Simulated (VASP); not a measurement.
# BAs (F-43m) in VASP: further runs, part 3 of 3

VASP 6.6.1.

## (5) Relaxation of cell and atoms, r2SCAN

This run uses another cell than the first one, of 13.71 Å³/atom, 1.006 times its volume.

File INCAR:

```
SYSTEM = BAs
PREC = Accurate
ENCUT = 600
EDIFF = 1E-7
ISMEAR = 0
SIGMA = 0.03
LREAL = .False.
LASPH = .True.
NELM = 80
ALGO = Normal
ISIF = 3
LWAVE = .False.
LCHARG = .False.
METAGGA = R2SCAN
LMIXTAU = .True.
IBRION = 2
NSW = 90
EDIFFG = -0.005
```

File KPOINTS:

```
regular mesh
0
Gamma
  10 10 10
  0 0 0
```

File POSCAR:

```
BAs                                     
1.0
    0.0000000000      2.3931785067      2.3931785067
    2.3931785067      0.0000000000      2.3931785067
    2.3931785067      2.3931785067      0.0000000000
  B               As            
     1     1
Direct
     0.0000000000000000    0.0000000000000000    0.0000000000000000
     0.2500000000000000    0.2500000000000000    0.2500000000000000
```

Potentials or basis: VASP PAW PBE potentials, release 64 (B, As).

On the command line:

```sh
$ cat potpaw_PBE.64/B/POTCAR potpaw_PBE.64/As/POTCAR > POTCAR
$ mpirun -np 1 vasp_std > vasp.out
```

OUTCAR:

```text
SYSTEM = BAs
   PREC = Accurate
   ENCUT = 600
   EDIFF = 1E-7
   ISMEAR = 0
   LREAL = .False.
   LASPH = .True.
   NELM = 80
   ISIF = 3
   METAGGA = R2SCAN
   IBRION = 2
   NSW = 90
   EDIFFG = -0.005

 ion  position               nearest neighbor table
   1  0.000  0.000  0.000-   2 2.07   2 2.07   2 2.07   2 2.07
   2  0.250  0.250  0.250-   1 2.07   1 2.07   1 2.07   1 2.07

  LATTYP: Found a face centered cubic cell.
 ALAT       =     4.7863570134

  Lattice vectors:

 A1 = (   0.0000000000,   2.3931785067,   2.3931785067)
 A2 = (   2.3931785067,   0.0000000000,   2.3931785067)
 A3 = (   2.3931785067,   2.3931785067,   0.0000000000)

Analysis of symmetry for initial positions (statically):
=====================================================================
 Subroutine PRICEL returns:
 Original cell was already a primitive cell.

 Routine SETGRP: Setting up the symmetry group for a
 face centered cubic supercell.

 Subroutine GETGRP returns: Found 24 space group operations
 (whereof 24 operations were pure point group operations)
 out of a pool of 48 trial point group operations.

The static configuration has the point symmetry T_d .

Analysis of symmetry for dynamics (positions and initial velocities):
=====================================================================
 Subroutine PRICEL returns:
 Original cell was already a primitive cell.

 Routine SETGRP: Setting up the symmetry group for a
 face centered cubic supercell.

 Subroutine GETGRP returns: Found 24 space group operations
 (whereof 24 operations were pure point group operations)
 out of a pool of 48 trial point group operations.

The dynamic configuration has the point symmetry T_d .

 Subroutine INISYM returns: Found 24 space group operations
 (whereof 24 operations are pure point group operations),
 and found     1 'primitive' translations

----------------------------------------------------------------------------------------

[... 118 lines left out ...]
   LHFCALC =     F    Hartree Fock is set to
   AEXX    =    0.0000 exact exchange contribution
   IVDW    =     0    specifies the selected vdW correction
   LEPSILON=     F    determine dielectric tensor
   LRPA    =     F    only Hartree local field effects (RPA)
 conjugate gradient relaxation of ions
 non-spin polarized calculation
 Gauss-broadening in eV      SIGMA  =   0.03
  energy-cutoff  :      600.00
  volume of cell :       27.41
 maximum number of plane-waves:       941
   NGX = 13   NGY = 13   NGZ = 13

 number of electron       8.0000000 magnetization

 Free energy of the ion-electron system (eV)
  ---------------------------------------------------
  ext. energy  EPLUGINS =         0.00000000
  ---------------------------------------------------
  free energy    TOTEN  =       -22.25755333 eV

  energy without entropy =      -22.25755333  energy(sigma->0) =      -22.25755333

 E-fermi :   6.1306     XC(G=0): -11.1067

 val. band max:        5.9576582791   @ k =   0.0000   0.0000   0.0000
 cond. band min:       7.3345559682   @ k =   0.4000   0.4000   0.0000
 fundamental gap:      1.3768976891
 Fermi energy:         6.1305942779

 k-point     1 :       0.0000    0.0000    0.0000
  band No.  band energies     occupation
      1     -10.1444      2.00000
      2       5.9577      2.00000
      3       5.9577      2.00000
      4       5.9577      2.00000
      5       9.3967      0.00000
      6       9.3967      0.00000
      7       9.3967      0.00000
      8      11.0320      0.00000
[... 243 lines left out ...]
 k-point    24 :       0.4000    0.3000    0.0000
  band No.  band energies     occupation
      1      -7.3732      2.00000
      2      -0.8555      2.00000
      3       1.7991      2.00000
      4       2.2950      2.00000
      5       7.8674      0.00000
      6       9.6659      0.00000
      7      15.3305      0.00000
      8      15.5634      0.00000

 [... further k-points ...]

------------------------ aborting loop because EDIFF is reached ----------------------------------------

  FORCE on cell =-STRESS in cart. coord.  units (eV):
  Direction    XX          YY          ZZ          XY          YZ          ZX
  --------------------------------------------------------------------------------------
  -------------------------------------------------------------------------------------
  Total        0.0021762      0.0021762      0.0021762      0.0000000     -0.0000000     -0.0000000
  in kB        0.1271888      0.1271888      0.1271888      0.0000000     -0.0000000     -0.0000000
  external PRESSURE =       0.1271888 kB  Pullay stress =       0.0000000 kB

 VOLUME and BASIS-vectors are now :
 -----------------------------------------------------------------------------
  energy-cutoff  :      600.00
  volume of cell :       27.41
      direct lattice vectors                 reciprocal lattice vectors
     0.000000000  2.393178507  2.393178507    -0.208927165  0.208927165  0.208927165
     2.393178507  0.000000000  2.393178507     0.208927165 -0.208927165  0.208927165
     2.393178507  2.393178507  0.000000000     0.208927165  0.208927165 -0.208927165

 POSITION                                       TOTAL-FORCE (eV/Angst)
 -----------------------------------------------------------------------------------
      0.00000      0.00000      0.00000         0.000000      0.000000      0.000000
      1.19659      1.19659      1.19659        -0.000000     -0.000000     -0.000000
 -----------------------------------------------------------------------------------
    total drift:                               -0.000000     -0.000000     -0.000000

  FREE ENERGIE OF THE ION-ELECTRON SYSTEM (eV)
  ---------------------------------------------------
  free  energy   TOTEN  =       -22.2575533332 eV

  energy  without entropy=      -22.2575533332  energy(sigma->0) =      -22.25755333

 reached required accuracy - stopping structural energy minimisation
```

Run time: 56 s. Hardware: 1 thread of Intel Xeon Platinum 8559C (Emerald Rapids), shared host; peak memory 0.17 GiB.

Results:

| Property | Result |
| --- | --- |
| Free energy | -22.2576 eV |
| Pressure after relaxing | 0.0 GPa |
| Band gap on the k mesh | 1.38 eV, indirect (least direct gap 3.44 eV) |

Final structure:
```
B As
1.0
     0.00000    2.39318    2.39318
     2.39318    0.00000    2.39318
     2.39318    2.39318    0.00000
B As
1 1
Direct
  0.00000 0.00000 0.00000
  0.25000 0.25000 0.25000
```

Caveat: the relaxation stopped at its first step, so nothing moved; the PAW data sets were made with another functional, which shifts forces and pressure a little. r2SCAN opens gaps a little over a GGA but as a rule still falls short of measured ones.
